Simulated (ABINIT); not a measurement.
Crystal: CoO.

```
Co O
1.0
     1.50547    0.86918    2.43993
    -1.50547    0.86918    2.43993
     0.00000   -1.73837    2.43993
Co O
1 1
Direct
  0.00000 0.00000 0.00000
  0.50000 0.50000 0.50000
```

The cell is a database's computed one.

Base run:

* Program: ABINIT 10.8.3 (patched build)
* Functional: PBE
* Potentials or basis: JTH PAW PBE v2.0
* Cutoff: 707 eV
* k mesh: 9 × 9 × 9
* Occupations: fermi-dirac, width 0.05 eV
* Spin: collinear spin, ferromagnetic start
* Starting moments: [2.0, 0.0] μB
* Hubbard terms: Co d U = 4 eV

Its results: band gap on the k mesh none (metal or under the smearing width); pressure 2.5 GPa; net moment 3.00 μB per cell; site moments Co +2.73; O +0.23 μB.

The run is repeated on the same cell with these changes: hubbard terms from Co d U = 4 eV to Co d U = 0 eV. What comes out?

Band gap on the k mesh none (metal or under the smearing width); pressure -0.7 GPa; net moment 2.87 μB per cell; site moments Co +2.54; O +0.27 μB.

Caveats: a cell with one magnetic atom can't hold antiferromagnetic order, which such compounds often take.
